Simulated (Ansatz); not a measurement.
Crystal: BN.

```
CELL_PARAMETERS angstrom
2.49824 0.00000 0.00000
-1.24912 2.16354 0.00000
0.00000 0.00000 6.63570
ATOMIC_POSITIONS crystal
N 0.66667 0.33333 0.25000
N 0.33333 0.66667 0.75000
B 0.66667 0.33333 0.75000
B 0.33333 0.66667 0.25000
```

Program: Ansatz 0.2.0. Alike in all runs: task band structure; potentials or basis Ansatz PAW; no spin polarisation; cell as given; smearing fermi-dirac 0.05 eV.

Q: Order these runs on this cell by their pressure, lowest first.
A. level B3LYP; k mesh 6 × 6 × 2; cutoff (eV) 420; points for each segment of the path 4; mesh quality coarse
B. level BLYP; k mesh 12 × 12 × 4; cutoff (eV) 420; points for each segment of the path 14; mesh quality not flagged
C. level r2SCAN50; k mesh 6 × 6 × 2; cutoff (eV) 500; points for each segment of the path 4; mesh quality coarse
D. level HSE03; k mesh 6 × 6 × 2; cutoff (eV) 420; points for each segment of the path 4; mesh quality coarse
E. level HSEsol; k mesh 6 × 6 × 2; cutoff (eV) 420; points for each segment of the path 4; mesh quality coarse

A: C (-5.4 GPa), E (-2.1 GPa), D (0.2 GPa), A (2.2 GPa), B (7.3 GPa).

Caveats: some runs use coarse meshes; the PAW data sets come from PBE, with cores solved anew for the run's functional, which leaves a small shift of forces and pressure; the thresholds are loose for stress (some runs); this functional lacks dispersion, which binds the layers, so the pressure and a relaxed spacing across them are unreliable (some runs).
